A metal has no gap, so it is tempting to picture its first empty level just above the Fermi energy at every point of reciprocal space, shifting gently from one point to the next. Fcc rhodium, computed here with PBE without spin polarisation or spin-orbit coupling, looks quite different. At three of the seven points the first empty level lies 12 to 19 eV up. At the other four it lies within about half an electronvolt of the Fermi energy.

Fcc rhodium (one-atom cell, nearest neighbours 2.684 Å apart), computed with exciting sodium: all-electron LAPW+lo, PBE, no spin polarisation or spin-orbit coupling, rgkmax 9, 12×12×12 k mesh, Gaussian smearing of 0.016 eV. Levels are counted from the Fermi energy; the third reciprocal coordinate of every point is 0.

```tsv
point a (reciprocal cell vector)	point b (reciprocal cell vector)	level point (row)	level under 4 (eV)	level under 3 (eV)	level under 2 (eV)	level under 1 (eV)	level over 1 (eV)	level over 2 (eV)
0.0000	0.0000	1	-3.17	-3.17	-1.070	-1.070	15.792	21.229
0.3333	0.0000	2	-2.99	-2.05	-0.309	-0.309	12.538	16.624
0.4167	0.0000	3	-6.16	-3.18	-3.182	-0.290	0.270	0.270
0.5000	0.0000	4	-46.56	-6.23	-3.256	-3.256	0.508	0.508
0.2500	0.2500	5	-2.00	-1.54	-1.544	-0.342	18.576	19.003
0.3333	0.3333	6	-5.46	-0.48	-0.477	-0.473	0.055	16.268
0.5000	0.5000	7	-46.73	-46.73	-6.435	-6.065	0.477	0.930
```

### The columns count levels, not bands

All energies are counted from the Fermi energy. "Level under 1" is the nearest level below it and "level over 1" the nearest above. "Point a" and "point b" are coordinates of the wave vector, which sets how the phase of an electron wave changes from atom to atom. Level points 1 to 4 lead from the centre of the zone, Γ, to the boundary point L; points 1, 5, 6 and 7 lead from Γ to the boundary point X.

Each atom brings five 4d orbitals and one 5s orbital, hence six bands. Its nine valence electrons, two to a band, fill four and a half of them on average. The electrons therefore cannot fill some bands completely and leave all the others empty, so at least one band is partly filled and the crystal is a metal. Following the levels by their degeneracy and continuity gives the local filling: all six bands at points 1, 2 and 5, but only three at L and two at X.

This explains the jump. At point 2 all six bands are occupied, and the next level belongs to a much higher band, at 12.538 eV. At point 3 a pair of d levels has risen through the Fermi energy and taken over the name "level over 1", at 0.270 eV. No single level has dropped by 12 eV, and the large separations at points 1, 2 and 5 are not band gaps of the solid.

The same counting produces the oddest entries of the table, those below −46 eV. With three bands filled at L and two at X, a list of four occupied levels must reach below the valence bands. What it finds there is the 4p shell of rhodium, which lies far too deep to take part in the story.

### Why some d levels rise towards X

A chain of hydrogen atoms with one s orbital each shows the principle. When all orbitals have the same phase, every contact is bonding and the energy is lowest. When the phase alternates from atom to atom, every contact is antibonding and the energy is highest. Between these ends the energy follows the cosine of the phase step.

In rhodium, layers of atoms perpendicular to the line Γ–X play the part of the atoms in the chain. The phase step between neighbouring layers is $\varphi = 2\pi a$, where $a$ is "point a"; it grows from zero at Γ to half a turn at X. With $z$ along this line, the lobes of a $d_{xz}$ orbital point at four neighbours, all in the adjacent layers. Those contacts are bonding at Γ and antibonding at X, which lifts the level. The other four contacts to these layers pull the opposite way, but they are weaker, so the level rises.

Let $V_\sigma$, $V_\pi$ and $V_\delta$ be the couplings of two neighbouring d orbitals that meet head-on, sideways and face to face. Their usual ratio in d bands is −6 : 4 : −1. Summed over the twelve nearest neighbours, they give the energy of the $d_{xz}$ level in model units:

$$h = (3V_\sigma + V_\delta)\cos\varphi + 2(V_\pi + V_\delta)(1+\cos\varphi) = 6 - 13\cos\varphi .$$

The $d_{yz}$ orbital gives the same energy, so the levels form a pair. In the table this pair climbs from −3.17 eV at Γ to 0.930 eV at X, crossing the Fermi energy between points 6 and 7. The analogy with the chain holds here because symmetry keeps these two orbitals from mixing with the other d orbitals. It breaks down on the way to L.

Not all d levels rise towards X. In the same model two others fall on this line, to −6.90 eV on average at X. The calculation has its two filled levels there at −6.25 eV on average.

### Why the path to L looks different

Towards L one pair of d levels hardly moves. It stays near −3 eV at all four points, while a second pair rises from −1.070 eV to 0.508 eV. A picture of independent orbitals would have the lower pair rise and the upper one fall until they cross. On this line, however, the two pairs have the same symmetry, so they mix and repel each other.

Repulsion holds the lower pair down and pushes the upper one through the Fermi energy. Its effect is large: the pairs lie 3.76 eV apart at L, where the model gives 3.65 eV with mixing and only 1.56 eV without it. The comparison supports mixing as the cause, although the orbital character itself is inferred from the model and from symmetry.

To turn model units into electronvolts, a centre and an energy scale were fitted to the lower pair at all seven points, with the result $E = -2.27 + 0.156\,h$ in eV. The upper band was then predicted with the same two constants. They serve as a conversion and should not be read as measured coupling strengths. The output printed after this text compares both bands with the calculation, row by row.

The upper pair at L can be worked out by hand. The neighbour sums there give 10 for one pair, 0 for the other and $15/\sqrt{2}$ for the coupling between them. The higher of the two mixed levels is

$$h = 5 + \sqrt{5^2 + 15^2/2} = 16.7, \qquad E = -2.27 + 0.156 \times 16.7 = 0.34\ \text{eV}.$$

The calculation has 0.508 eV. This level was not part of the fit, though its lower partner at the same point was. The model thus places the pair on the correct side of the Fermi energy, less than 0.2 eV too low.

### A steep level among flat ones

"Level under 1" seems to stand still between points 2 and 3, at −0.309 and −0.290 eV. The two entries belong to different bands. The first is the d pair that is about to cross the Fermi energy; the second is a single level that has come up from below and has taken its place in the list.

This single level rises by 1.76 eV between the two points, three times as much as the d pair. A free electron, whose kinetic energy grows as its wavelength shortens, would gain 1.96 eV over the same step. The slope points to the broad s–p band, whose electrons are spread over the crystal and feel the change of wavelength directly. The level need not be purely s–p, because it can mix with a single d level of the same symmetry. The d levels depend on the weaker contact between compact orbitals and move less.

A steep level also climbs between points 5 and 6, again more slowly than a free electron. At point 6 it happens to meet the d pair, which leaves three levels within a few thousandths of an electronvolt near −0.48 eV. That coincidence marks the place where a steep band passes through flatter ones. By the time L or X is reached, the steep band is empty.

### Where the simple model fails

On the line to X the upper band is a single d level. The model reproduces its rise from Γ to X well, with 1.71 eV against 1.55 eV in the calculation. Its position is worse: the prediction lies 0.44 eV above the calculated level at Γ and about 0.6 eV above it at points 5 to 7.

That error matters close to the Fermi energy. At point 5 the model would empty a level that the calculation keeps occupied. At X it places the single level above the pair, whereas the calculation has them the other way round, at 0.477 and 0.930 eV. Couplings beyond the nearest neighbours are a plausible cause, but this was not tested. The model is thus a guide to which bands rise and why, and a poor judge of close order.

The calculation has a sensitive spot of its own at point 6, where the first empty level lies only 0.055 eV above the Fermi energy. A slightly different lattice constant or another functional could move it to the other side, so the filling of five bands at point 6 is provisional. Spin-orbit coupling, which was left out, is less likely to do so. It would split the pairs, but a single level shifts only by mixing with others. The other d levels at this point all lie below it and should push it up. The large contrast between points 1, 2 and 5 and the points L and X does not hang on such small shifts.

Output of the analysis:

```
fit of low on 7 rows: constant -2.265 +/- 0.073, coefficient of hlow 0.1557 +/- 0.0073; rms 0.159, worst 0.5 -0.237, leave-one-out rms 0.272
Bands followed through the points in eV:
     row  filled of six  lower pair  model lower  upper band  model upper  upper miss
     0.0              6       -3.17       -3.355       -1.07      -0.6306      0.4394
  0.3333              6       -2.99       -2.876      -0.309      -0.3514    -0.04244
  0.4167              4      -3.182       -3.187        0.27       0.1459     -0.1241
     0.5              3      -3.256       -3.313       0.508       0.3388     -0.1692
    0.25              6      -1.544       -1.331      -0.342       0.2257      0.5677
  0.3333              5      -0.477      -0.3196       0.055       0.6537      0.5987
     0.5              2        0.93       0.6928       0.477        1.082      0.6051
rms miss of the upper band on Gamma-L with Gamma (eV): 0.2444
mean miss of the upper band at points 5 to 7 (eV): 0.5905
rise of the upper band from Gamma to X, computed (eV): 1.547
rise of the upper band from Gamma to X, model (eV): 1.713
distance of the two pairs at L, computed (eV): 3.764
distance of the two pairs at L, model with mixing (eV): 3.651
distance of the two pairs at L, model without mixing (eV): 1.557
mean of the two lowest d levels at X, computed (eV): -6.25
mean of the two lowest d levels at X, model (eV): -6.897
rise of the steep single level from point 2 to 3 (eV): 1.76
rise of a free electron from point 2 to 3 (eV): 1.959
rise of the upper d pair from point 2 to 3 (eV): 0.579
rise of the steep single level from point 5 to 6 (eV): 1.527
rise of a free electron from point 5 to 6 (eV): 2.029
rise of the upper d band from point 5 to 6 (eV): 0.397
```
